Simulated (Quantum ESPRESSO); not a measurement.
Ag: changing the dispersion correction

The cell as given:

The structure is cubic, space group Fm-3m (No. 225). Conventional cell: a = 4.085 Å, b = 4.085 Å, c = 4.085 Å, α = 90.00°, β = 90.00°, γ = 90.00°. Around Ag (site symmetry m-3m) lie 12 Ag at 2.89 Å.

Kept alike: task relaxation of cell and atoms; functional revPBE; k mesh 11 × 11 × 11; occupations fermi-dirac, width 0.05 eV; no spin polarisation. Program: Quantum ESPRESSO, PseudoDojo 0.4.1 SR PBE standard, cutoff 1116 eV. The mesh is that of the run's cell of 1 atom. No spin-orbit coupling.

```csv
dispersion correction,volume (Å³/atom)
D2,18.391
D3(zero),17.193
D3(BJ),16.632
D4,16.813
none,18.355
rVV10,17.372
```

The relaxations keep at least the cell's symmetry (Fm-3m). For a metal such a mesh leaves the last digits unconverged. Relaxations stop with a little pressure left, so the last digits of a volume or edge aren't settled. All rows use potentials made for PBE.

The volume runs from 16.632 (D3(BJ)) to 18.391 Å³/atom (D2). Against no correction: D2 +0.2 %; D3(zero) -6.3 %; D3(BJ) -9.4 %; D4 -8.4 %; rVV10 -5.4 %. Measured: 17.05 Å³/atom (arxiv:1608.01376); nearest D3(zero), 0.14 Å³/atom off. The runs are for a static lattice.
